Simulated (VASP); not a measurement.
# CdS (Hawleyite): cell size and functional, part 2 of 2

Aim: relax CdS (Hawleyite) at several levels of theory and compare the cells. The starting structure is a measured crystal structure from the Crystallography Open Database. The first relaxation on each setting starts from this cell expanded by 3 % in volume.

VASP 6.6.1.

Results so far: PBEsol 24.82 Å³ an atom; LDA 23.99 Å³ an atom; PBE 26.09 Å³ an atom; PBEsol + D3(BJ) 24.12 Å³ an atom.

## 6. Relaxation with r2SCAN

Level of this step: r2SCAN; plane waves and PAW (Cd, S) (VASP).

r2SCAN adds the kinetic-energy density, costs more than a GGA and is run with LASPH.

INCAR reads:

```
SYSTEM = CdS
PREC = Accurate
ENCUT = 450
EDIFF = 1E-06
NELM = 100
ISMEAR = 0
SIGMA = 0.03
LREAL = .FALSE.
ALGO = Normal
METAGGA = R2SCAN
LASPH = .TRUE.
NBANDS = 15
LORBIT = 11
LWAVE = .FALSE.
LCHARG = .FALSE.
KPAR = 4
IBRION = 2
NSW = 50
ISIF = 3
EDIFFG = -0.006
```

POSCAR reads:

```
CdS
1.0
    0.0000000000      2.9453781157      2.9453781157
    2.9453781157      0.0000000000      2.9453781157
    2.9453781157      2.9453781157      0.0000000000
Cd S
1 1
Direct
    0.0000000000      0.0000000000      0.0000000000
    0.7500000000      0.7500000000      0.7500000000
```

KPOINTS reads:

```
Automatic mesh
0
Gamma
6 6 6
0 0 0
```

Potentials, in the order of the species: Cd and S (PBE family, release 64).

Command:

```console
$ mpirun -np 4 vasp_std
```

What it wrote:

```text
[banner, memory and clock lines left out]
running    4 mpi-ranks, on    1 nodes
[...]
[... a notice as in an earlier step ...]

 LDA part: xc-table for (None), standard interpolation
 POSCAR, INCAR and KPOINTS ok, starting setup
[...]
entering main loop
       N       E                     dE             d eps       ncg     rms          rms(c)
DAV:   1     0.719988882799E+02    0.71999E+02   -0.84561E+03   504   0.999E+02
DAV:   2    -0.308682922848E+02   -0.10287E+03   -0.98019E+02   606   0.256E+02
DAV:   3    -0.348557953645E+02   -0.39875E+01   -0.39822E+01   585   0.526E+01
DAV:   4    -0.348804076393E+02   -0.24612E-01   -0.24611E-01   613   0.404E+00
[...]
DAV:  11    -0.296840184851E+02    0.48591E-04   -0.15104E-04   599   0.190E-01    0.978E-02
DAV:  12    -0.296839959564E+02    0.22529E-04   -0.17953E-04   557   0.157E-01    0.325E-02
DAV:  13    -0.296839951126E+02    0.84372E-06   -0.34307E-06   592   0.256E-02
   1 F= -.29683995E+02 E0= -.29683995E+02  d E =-.296840E+02
[...]
DAV:   3    -0.296841195624E+02    0.40723E-03   -0.10956E-03   550   0.403E-01    0.174E-01
DAV:   4    -0.296840791013E+02    0.40461E-04   -0.96430E-05   606   0.830E-02    0.397E-02
DAV:   5    -0.296840800633E+02   -0.96200E-06   -0.58833E-06   529   0.327E-02
   2 F= -.29684080E+02 E0= -.29684080E+02  d E =-.849507E-04
 trial-energy change:   -0.000085  1 .order   -0.000101   -0.000459    0.000257
 step:   0.6090(harm=  0.6412)  dis= 0.00000  next Energy=   -29.684131 (dE=-0.136E-03)
[...]
N       E                     dE             d eps       ncg     rms          rms(c)
DAV:   1    -0.296849339020E+02   -0.85480E-03   -0.16275E-02   522   0.160E+00    0.227E-01
DAV:   2    -0.296842051270E+02    0.72877E-03   -0.16520E-03   494   0.616E-01    0.831E-02
DAV:   3    -0.296841400274E+02    0.65100E-04   -0.16454E-04   564   0.158E-01    0.700E-02
DAV:   4    -0.296841265261E+02    0.13501E-04   -0.14876E-05   585   0.318E-02    0.154E-02
DAV:   5    -0.296841254046E+02    0.11215E-05   -0.78962E-07   296   0.122E-02    0.611E-03
DAV:   6    -0.296841251721E+02    0.23249E-06   -0.41562E-07   261   0.567E-03
   3 F= -.29684125E+02 E0= -.29684125E+02  d E =-.130059E-03
[...]
reached required accuracy - stopping structural energy minimisation
```

The job ended after 43 s (4 MPI ranks of AMD EPYC 7R43, shared host; peak memory 0.59 GiB).

From OUTCAR (step 6):

```text
  Total       -0.0004299     -0.0004299     -0.0004299     -0.0000000     -0.0000000     -0.0000000
  in kB       -0.0135243     -0.0135243     -0.0135243     -0.0000000     -0.0000000     -0.0000000
  external PRESSURE =      -0.0135243 kB  Pullay stress =       0.0000000 kB

 POSITION                                       TOTAL-FORCE (eV/Angst)
 -----------------------------------------------------------------------------------
      0.00000      0.00000      0.00000         0.000000      0.000000      0.000000
      4.41290      4.41290      4.41290        -0.000000     -0.000000     -0.000000
 -----------------------------------------------------------------------------------
    total drift:                               -0.000001     -0.000001     -0.000001

  FREE ENERGIE OF THE ION-ELECTRON SYSTEM (eV)
  ---------------------------------------------------
  free  energy   TOTEN  =       -29.6841251721 eV

  energy  without entropy=      -29.6841251721  energy(sigma->0) =      -29.68412517

[... 2 parts as in an earlier step ...]

[... 2 further parts left out ...]
[key lines of the parts left out:]
E-fermi :   1.0001
```

With r2SCAN the relaxed cell holds 25.462 Å³ an atom, +2.64 % against the measured cell, with a = 5.884 Å. That is +2.58 % from PBEsol.

## 7. Relaxation with r2SCAN + rVV10

rVV10 adds a nonlocal correlation energy for dispersion. This run starts from the cell of an earlier relaxation, which isn't shown; the restart sets up the plane waves anew.

INCAR, as its differences from that of step 6:

```diff
@@ -10,2 +10,6 @@
 METAGGA = R2SCAN
+LUSE_VDW = .TRUE.
+IVDW_NL = 2
+BPARAM = 11.95
+CPARAM = 0.0093
 LASPH = .TRUE.
```

POSCAR reads:

```
CdS
1.0
    0.0000000000      2.9297502907      2.9297502907
    2.9297502907      0.0000000000      2.9297502907
    2.9297502907      2.9297502907      0.0000000000
Cd S
1 1
Direct
    0.0000000000      0.0000000000      0.0000000000
    0.7500000000      0.7500000000      0.7500000000
```

KPOINTS is that of step 6.

Command:

```console
$ mpirun -np 4 vasp_std
```

What it wrote:

```text
[banner, memory and clock lines left out]
running    4 mpi-ranks, on    1 nodes
[...]
|                                                                             |
|               ----> ADVICE to this user running VASP <----                  |
|                                                                             |
|     You have switched on vdW-DFT.                                           |
|     This routine was written and supplied by Jiri Klimes. We recommend      |
|     that you carefully read and cite the following publications:            |
|       J. Klimes, D.R. Bowler, A. Michelides                                 |
|          J. Phys.: Cond Matt. 22 022201 (2010)                              |
|       J. Klimes, D.R. Bowler, A. Michelides                                 |
|          Phys. Rev. B. 83, 195131 (2011)                                    |
|     and references therein.                                                 |
|                                                                             |

[...]
DAV:   3    -0.291160489286E+02    0.87928E-05   -0.21973E-05   564   0.578E-02    0.249E-02
Total rVV10 correction in eV:      0.5645580    21.2078073
Total rVV10 correction in eV:      0.5645580    21.2078073
Total rVV10 correction in eV:      0.5645580    21.2078073
Total rVV10 correction in eV:      0.5645580    21.2078073
DAV:   4    -0.291160461435E+02    0.27851E-05   -0.18625E-06   472   0.115E-02    0.519E-03
Total rVV10 correction in eV:      0.5645592    21.2078073
Total rVV10 correction in eV:      0.5645592    21.2078073
Total rVV10 correction in eV:      0.5645592    21.2078073
Total rVV10 correction in eV:      0.5645592    21.2078073
DAV:   5    -0.291160457825E+02    0.36105E-06   -0.12306E-07   275   0.448E-03
Total rVV10 correction in eV:      0.5645602    21.2078073
Total rVV10 correction in eV:      0.5645602    21.2078073
Total rVV10 correction in eV:      0.5645602    21.2078073
Total rVV10 correction in eV:      0.5645602    21.2078073
Total rVV10 correction in eV:      0.5645595    21.2078073
Total rVV10 correction in eV:      0.5645595    21.2078073
Total rVV10 correction in eV:      0.5645595    21.2078073
Total rVV10 correction in eV:      0.5645595    21.2078073
   3 F= -.29116046E+02 E0= -.29116046E+02  d E =-.201062E-05
[...]
reached required accuracy - stopping structural energy minimisation
```

The job ended after 1.7 min (4 MPI ranks; peak memory 1 GiB).

From OUTCAR (step 7):

```text
  Total       -0.0006898     -0.0006898     -0.0006898     -0.0000000     -0.0000000      0.0000000
  in kB       -0.0219835     -0.0219835     -0.0219835     -0.0000000     -0.0000000      0.0000000
  external PRESSURE =      -0.0219835 kB  Pullay stress =       0.0000000 kB

 POSITION                                       TOTAL-FORCE (eV/Angst)
 -----------------------------------------------------------------------------------
      0.00000      0.00000      0.00000         0.000000      0.000000      0.000000
      4.39404      4.39404      4.39404        -0.000000     -0.000000     -0.000000
 -----------------------------------------------------------------------------------
    total drift:                               -0.000001     -0.000001     -0.000001

  FREE ENERGIE OF THE ION-ELECTRON SYSTEM (eV)
  ---------------------------------------------------
  free  energy   TOTEN  =       -29.1160457825 eV

  energy  without entropy=      -29.1160457825  energy(sigma->0) =      -29.11604578

[... 2 parts as in an earlier step ...]

[... 2 further parts left out ...]
[key lines of the parts left out:]
E-fermi :   1.0666
```

With r2SCAN + rVV10 the relaxed cell holds 25.137 Å³ an atom, +1.33 % against the measured cell, with a = 5.859 Å. That is +1.27 % from PBEsol.

## 8. All runs side by side

```csv
level,volume (Å³/atom),against the measured cell (%),a (Å),pressure left (GPa),core minutes
PBEsol,24.823,0.06,5.8342,-0.04,0.973
LDA,23.991,-3.29,5.7683,0.01,0.987
PBE,26.088,5.16,5.9317,0.03,1.07
PBEsol + D3(BJ),24.124,-2.75,5.779,-0.01,1.44
r2SCAN,25.462,2.64,5.8839,0.0,2.87
r2SCAN + rVV10,25.137,1.33,5.8587,0.0,14.5
```

Core minutes are wall time times ranks, summed over the relaxations behind a row (those for a bulk modulus apart), on shared hosts.

## 9. Outcome

```
volume, PBEsol          : 24.82 Å³/atom
volume, LDA             : 23.99 Å³/atom
volume, PBE             : 26.09 Å³/atom
volume, PBEsol + D3(BJ) : 24.12 Å³/atom
volume, r2SCAN          : 25.46 Å³/atom
volume, r2SCAN + rVV10  : 25.14 Å³/atom
```

**Reading.** Across 6 levels the volume of CdS (Hawleyite) spans 8.7 %, from 23.99 Å³ an atom (LDA) to 26.09 Å³ (PBE). Against the measured volume of the starting structure, PBEsol comes nearest (+0.1 %) and PBE lies farthest (+5.2 %). The measured cell holds zero-point expansion and, unless it was taken cold, thermal expansion, which the runs lack, so small differences decide nothing. Adding D3(BJ) to PBEsol changes the volume by -2.8 %. Adding rVV10 to r2SCAN changes the volume by -1.3 %. LASPH is on in some of these runs and off in others, which adds a little to the differences. All runs keep the symmetry of the start, so they can't find a distortion of lower symmetry. Further runs on this material are not shown.

[Lines on the potential files, build, host, timing and source positions are cut from VASP's logs without a mark.]

[Logs are printed without paths, hosts, clocks, repeated set-up lines and the standing remarks that a program may print on its own settings, such as how far it seeks lower states.]

[Hosts, paths, dates, database ids (printed as entryN), source tags and the programs' standing remarks are cut or masked in the printed files.]
